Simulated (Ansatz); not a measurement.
## Ru under changes of volume

One of the cells (13.575 Å³/atom); the others are scaled copies at fixed shape and fractional positions:

```xyz
2
Lattice="2.7058 0.0000 0.0000 -1.3529 2.3433 0.0000 0.0000 0.0000 4.2819" Properties=species:S:1:pos:R:3 pbc="T T T"
Ru    1.3529    0.7811    3.2114
Ru    0.0000    1.5622    1.0705
```

| Quantity | Value |
| --- | --- |
| Program | Ansatz 0.2.0 |
| Functional | RPBE |
| Potentials or basis | Ansatz PAW |
| Cutoff | 420 eV (not typed: the program's choice for these potentials) |
| k mesh | 11 × 11 × 6 |
| Occupations | fermi-dirac, width 0.05 eV |
| Spin | no spin polarisation |

```tsv
volume (Å³/atom)	energy over the lowest point (meV/atom)	pressure (GPa)
12.760	113.22	33.2
13.032	64.81	24.2
13.303	30.79	16.2
13.575	?	?
13.846	0.00	2.6
14.118	0.57	-3.1
14.389	10.30	-8.2
```

Q: What does the run at 13.575 Å³/atom give?

A: Energy over the lowest point 9.66 meV/atom; pressure 9.0 GPa.

Worked out: A Birch-Murnaghan fit of order 3 (a polynomial in V^(-2/3)) to the other rows has its minimum at 13.96 Å³/atom with B0 = V·E''(V) = 296 GPa and B' = 4.8 at fixed shape and positions, which overstates the stiffness. It gives 9.64 meV/atom at 13.575 Å³/atom, against the run's 9.66, and -dE/dV = 9.0 GPa, against 9.0.

Energies are extrapolated to zero smearing.

Caveats: the PAW data sets come from PBE, with cores solved anew for the run's functional, which leaves a small shift of forces and pressure.
